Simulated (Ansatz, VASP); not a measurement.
Two plane-wave programs on Ge

The input INCAR:

```
  PREC = Accurate
  ENCUT = 520
  EDIFF = 1E-7
  ISMEAR = -1
  SIGMA = 0.1
  LREAL = F
  LASPH = T
  NELM = 80
  ALGO = Normal
  ISIF = 2
  LWAVE = F
  LCHARG = T
  LELF = T
  LVHAR = T
  NBANDS = 13
```

Contents of KPOINTS:

```
regular mesh
0
Gamma
  15 15 15
```

The input POSCAR:

```
Ge
1.0
    0.0000000000      2.1385391663      2.1385391663
    2.1385391663      0.0000000000      2.1385391663
    2.1385391663      2.1385391663      0.0000000000
Ge
1
Direct
    0.0000000000      0.0000000000      0.0000000000
```

Input for Ansatz:

```yaml
crystal:
  lattice:
    - [0.0, 2.1385391663, 2.1385391663]
    - [2.1385391663, 0.0, 2.1385391663]
    - [2.1385391663, 2.1385391663, 0.0]
  atoms:
    - { symbol: Ge, position: [0.0, 0.0, 0.0] }
hamiltonian:
  xc: lda
  pseudopotentials:
    kind: paw
    azcp:
      Ge: "pseudopotentials/Ge.paw.azcp"
basis:
  ecutwfc: 420
  fft_grid_basis: typed
kpoints:
  mp_grid: { grid: [15, 15, 15], shift: [0, 0, 0] }
magnetization:
  spin_polarized: false
scf:
  occupations: { method: fermi_dirac, width: 0.1 }
  lower_state_search: "off"
output:
  stress: true
```

Alike in both runs: task single point; functional LDA; k mesh 15 × 15 × 15; occupations fermi-dirac, width 0.1 eV; no spin polarisation.

|  | VASP | Ansatz |
| --- | --- | --- |
| version | VASP 6.6.1 | Ansatz 0.2.0 |
| potentials or method | VASP PAW LDA potentials, release 64 (Ge_d) | plane waves (420 eV) with PAW, scalar-relativistic |
| plane-wave cutoff (eV) | 520 | 420 |
| valence electrons in the cell | 14 | 14 |

|  | VASP | Ansatz | Ansatz less VASP |
| --- | --- | --- | --- |
| pressure (GPa) | -4.7 | -4.7 | +0.02 |

Ansatz warned: «pseudo_functional_mismatch».
